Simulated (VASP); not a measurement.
CaO: relaxation of the atoms with RPBE+D3(BJ)

Crystal: CaO.

```xyz
2
Lattice="3.3991 0.0000 0.0000 1.6996 2.9437 0.0000 1.6996 0.9812 2.7754" Properties=species:S:1:pos:R:3 pbc="T T T"
Ca    5.1033    1.0077    2.7596
O     3.3717    1.9941    1.3560
```

The cell is a database's computed one.

The cell isn't the ideal one: atoms moved at random, drawn with an rms of 0.05 Å.

```json
{
  "Program": "VASP 6.6.1",
  "Task": "relaxation of the atoms",
  "Functional": "RPBE",
  "Dispersion": "D3(BJ)",
  "Potentials or basis": "VASP PAW PBE potentials, release 64 (Ca_sv_GW, O_GW)",
  "Cutoff": "550 eV",
  "k mesh": "10 × 10 × 10",
  "Occupations": "gaussian, width 0.05 eV",
  "Spin": "no spin polarisation",
  "Further INCAR settings": "ALGO = Fast; EDIFF = 1e-06; IBRION = 2; EDIFFG = -0.01; NSW = 60"
}
```

```yaml
Energy_gained_by_relaxing: 1.1 meV/atom
Ionic_steps: 3
Pressure_after_relaxing: -17.8 GPa
Band_gap_on_the_k_mesh: 3.77 eV, indirect (least direct gap 4.15 eV)
Dispersion_energy_per_atom: -1.485 eV
```

The path:
| step | energy change (eV) | largest force (eV/Å) | pressure (GPa) |
| --- | --- | --- | --- |
| 1 | 0.0000 | 0.1211 | -17.70 |
| 2 | -0.0012 | 0.0824 | -17.77 |
| 3 | -0.0022 | 0.0018 | -17.80 |

Final structure:
```yaml
crystal:
  lattice:
    - [3.39914, 0.00000, 0.00000]
    - [1.69957, 2.94374, 0.00000]
    - [1.69957, 0.98125, 2.77539]
  atoms:
    - { symbol: Ca, position: [0.99451, 0.01274, 0.99140] }
    - { symbol: O, position: [0.49461, 0.51267, 0.49148] }
```

Levels at points of the mesh, in eV from the valence-band top:
| k point | band 5 | band 6 | band 7 | band 8 | band 9 | band 10 | band 11 | band 12 |
| --- | --- | --- | --- | --- | --- | --- | --- | --- |
| (0.00, 0.00, 0.00) | -15.62 | 0.00 | 0.00 | 0.00 | 4.89 | 6.30 | 6.30 | 6.30 |
| (0.50, 0.00, 0.00) | -14.46 | -2.58 | -1.18 | -1.18 | 7.13 | 8.39 | 8.39 | 8.64 |
| (0.00, 0.50, 0.00) | -14.46 | -2.58 | -1.18 | -1.18 | 7.13 | 8.39 | 8.39 | 8.64 |
| (0.00, 0.00, 0.50) | -14.46 | -2.58 | -1.18 | -1.18 | 7.13 | 8.39 | 8.39 | 8.64 |
| (0.50, 0.50, 0.50) | -14.46 | -2.58 | -1.18 | -1.18 | 7.13 | 8.39 | 8.39 | 8.64 |
| (0.50, 0.50, 0.00) | -15.39 | -1.30 | -0.38 | -0.37 | 3.77 | 8.08 | 8.89 | 9.53 |
| (0.00, 0.50, 0.50) | -15.39 | -1.30 | -0.38 | -0.37 | 3.77 | 8.08 | 8.89 | 9.53 |
| (0.50, 0.00, 0.50) | -15.39 | -1.30 | -0.37 | -0.37 | 3.77 | 8.08 | 8.89 | 9.53 |

Run time: 7.1 min on 1 thread of Intel(R) Xeon(R) Platinum 8488C (Sapphire Rapids) (shared host), peak memory 0.35 GiB.

Caveat: the PAW data sets were made with another functional, which shifts forces and pressure a little. A k mesh can miss the band edges.
